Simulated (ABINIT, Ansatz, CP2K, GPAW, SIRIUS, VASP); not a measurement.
**One calculation of Hf, 7 ways**

```
CELL_PARAMETERS angstrom
2.91381 0.00000 0.00000
0.00000 2.91381 0.00000
0.00000 0.00000 2.91381
ATOMIC_POSITIONS crystal
Hf 0.50000 0.50000 0.50000
```

This isn't the form of Hf at room conditions, which is hcp.

Alike in all runs: task single point; functional PBE; k mesh 9 × 9 × 9; occupations fermi-dirac, width 0.05 eV; no spin polarisation; no spin-orbit coupling. Pressure is positive in compression and, in plane waves, holds the error of the finite cutoff, which Ansatz's Pulay term estimates and takes out.

```json
{"program and potentials": "Ansatz, all-electron LAPW, scalar-relativistic", "plane-wave cutoff (eV)": "-", "notes": "-", "pressure (GPa)": "0.12"}
{"program and potentials": "GPAW, GPAW PAW data sets (gpaw-data 1.2.1)", "plane-wave cutoff (eV)": "600", "notes": "12 valence electrons an atom on average", "pressure (GPa)": "0.57"}
{"program and potentials": "ABINIT, JTH PAW PBE v2.0", "plane-wave cutoff (eV)": "517", "notes": "12 valence electrons an atom on average", "pressure (GPa)": "0.09"}
{"program and potentials": "VASP, PBE PAW files Hf_pv, 520 eV", "plane-wave cutoff (eV)": "520", "notes": "10 valence electrons an atom on average", "pressure (GPa)": "-0.17"}
{"program and potentials": "CP2K, POTENTIAL_UZH Hf GTH-PBE-q12; TZVP-MOLOPT-PBE-GTH basis", "plane-wave cutoff (eV)": "-", "notes": "atomic basis; 12 valence electrons an atom on average", "pressure (GPa)": "0.44"}
{"program and potentials": "SIRIUS, PseudoDojo 0.4.1 PBE standard (scalar relativistic)", "plane-wave cutoff (eV)": "807", "notes": "12 valence electrons an atom on average", "pressure (GPa)": "0.30"}
{"program and potentials": "Ansatz, Ansatz PAW (earlier soft set)", "plane-wave cutoff (eV)": "420", "notes": "26 valence electrons an atom on average; Pulay term of +0.03 GPa included", "pressure (GPa)": "0.11"}
```

The pressure spans -0.17 (VASP, PBE PAW files Hf_pv, 520 eV) to 0.57 GPa (GPAW, GPAW PAW data sets (gpaw-data 1.2.1)), with all-electron results at 0.12. Rows in atomic bases carry the error of their basis and grid, which can be large.

The functional is the same throughout but for its coding, so the spread measures potentials, basis and numerics; runs on potential files found faulty are left out.
